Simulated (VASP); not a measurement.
Crystal: TiAl.

```
Ti Al
1.0
     2.86726    0.00000    0.00000
    -1.43363    2.48312    0.00000
     0.00000    0.00000    4.67808
Ti Al
1 1
Direct
  0.00000 0.00000 0.00000
  0.33333 0.66667 0.50000
```

The cell comes from a database or a generator and needn't be the stable form of this composition.

* Program: VASP 6.6.1
* Task: relaxation of cell and atoms
* Functional: PBEsol
* Potentials or basis: VASP PAW PBE potentials, release 64 (Ti_sv, Al)
* Cutoff: 600 eV
* k mesh: 10 × 10 × 6
* Occupations: fermi-dirac, width 0.05 eV
* Spin: no spin polarisation

At the start: pressure -2.8 GPa; volume 16.65 Å³/atom.

Q: How do energy, volume and symmetry change on relaxing?

A: Over 6 steps the energy falls by 4.0 meV/atom and the volume is 16.25 Å³/atom (-2.4 %); space group P-6m2 (No. 187, to 0.05 Å).

Step by step:
```csv
step,energy change (eV),largest force (eV/Å),pressure (GPa),volume (Å³)
1,0.0000,0.0000,-2.77,33.31
2,-0.0048,0.0000,1.93,31.94
3,-0.0080,0.0000,0.04,32.45
4,-0.0080,0.0000,0.03,32.47
5,-0.0081,0.0000,0.01,32.48
6,-0.0081,0.0000,-0.02,32.49
```

Final structure:
```cif
data_structure
_symmetry_space_group_name_H-M 'P 1'
_symmetry_Int_Tables_number 1
_cell_length_a 2.8504
_cell_length_b 2.8504
_cell_length_c 4.6181
_cell_angle_alpha 90.000
_cell_angle_beta 90.000
_cell_angle_gamma 120.000
_cell_volume 32.49
loop_
_atom_site_label
_atom_site_type_symbol
_atom_site_fract_x
_atom_site_fract_y
_atom_site_fract_z
_atom_site_occupancy
Ti1 Ti 0.00000 0.00000 0.00000 1
Al1 Al 0.33333 0.66667 0.50000 1
```

Caveat: the PAW data sets were made with another functional, which shifts forces and pressure a little.
